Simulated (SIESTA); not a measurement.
# CaF2 (Fluorite) under changes of volume

One of the cells (13.851 Å³/atom); the others are scaled copies at fixed shape and fractional positions:

```xyz
3
Lattice="0.0000 2.7491 2.7491 2.7491 0.0000 2.7491 2.7491 2.7491 0.0000" Properties=species:S:1:pos:R:3 pbc="T T T"
Ca    0.0000    0.0000    0.0000
F     4.1236    4.1236    4.1236
F     1.3745    1.3745    1.3745
```

```yaml
Program: SIESTA 5.4.2
Functional: PBE
Potentials_or_basis: PseudoDojo 0.4 standard (PBE files)
Basis: DZP (energy shift 0.002 Ry; d shell added on Ca)
Grid_cutoff: 800 Ry
Energy_shift: 0.002 Ry
k_mesh: 8 × 8 × 8
Occupations: fermi-dirac, width 0.05 eV
Spin: no spin polarisation
```

```csv
volume (Å³/atom),energy over the lowest point (meV/atom),pressure (GPa),gap on the mesh (eV)
12.764,30.76,8.9,7.71
13.036,17.73,6.5,7.57
13.308,8.55,4.4,7.44
13.851,?,?,?
14.122,0.00,-0.8,7.07
14.394,2.64,-2.2,6.95
```

Question: What does the run at 13.851 Å³/atom give?

Answer: Energy over the lowest point 0.07 meV/atom; pressure 0.8 GPa; gap on the mesh 7.18 eV.

Worked out: A Birch-Murnaghan fit of order 3 (a polynomial in V^(-2/3)) to the other rows has its minimum at 13.98 Å³/atom with B0 = V·E''(V) = 81 GPa and B' = 3.8. It gives -0.05 meV/atom at 13.851 Å³/atom, against the run's 0.07, and -dE/dV = 0.8 GPa, against 0.8. A straight line through the other rows of the gap, of slope -6.3 eV per unit of ln V, gives 7.19 eV, against the run's 7.18.

Energies are extrapolated to zero smearing.

Caveats: semicore shells carry a single zeta, which can move pressures by several GPa and volumes by a few percent; the basis of atomic orbitals isn't converged, which shifts pressures, moduli and gaps.

A mesh can miss the band edges.
